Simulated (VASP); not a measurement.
Cu, 2 atoms in the cell. Symmetry: P6_3/mmc, No. 194, hexagonal system. The conventional cell has a = 2.517 Å, b = 2.517 Å, c = 4.085 Å, α = 90.00°, β = 90.00°, γ = 120.00°. Cu (site symmetry -6m2) is surrounded by 12 Cu at 2.51 to 2.52 Å. This isn't the form of Cu at room conditions, which is fcc. The cell isn't the ideal one: volume scaled by 0.98.

```yaml
Program: VASP 6.6.1
Task: single point
Functional: PBE
Potentials_or_basis: VASP PAW PBE potentials, release 64 (Cu)
Cutoff: 520 eV
k_mesh: 12 × 12 × 7
Occupations: fermi-dirac, width 0.05 eV
Spin: no spin polarisation
Dipole_correction: no
Further_INCAR_settings: ALGO = Fast; EDIFF = 1e-06; NBANDS = 18
```

Potentials or basis: VASP PAW PBE potentials, release 64 (Cu).

The run is started by

```bash
$ cat potpaw_PBE.64/Cu/POTCAR > POTCAR
$ mpirun -np 1 vasp_std > vasp.out
```

Hardware: 1 thread of AMD EPYC 9R45 96-Core Processor (Zen 5), on a shared host.

Q: Estimate the wall time of this run.

A: Wall time 16 s on 1 thread of AMD EPYC 9R45 96-Core Processor (Zen 5), with other jobs on the host, peak memory 0.11 GiB. Counts: scf iterations 14, k points 76.
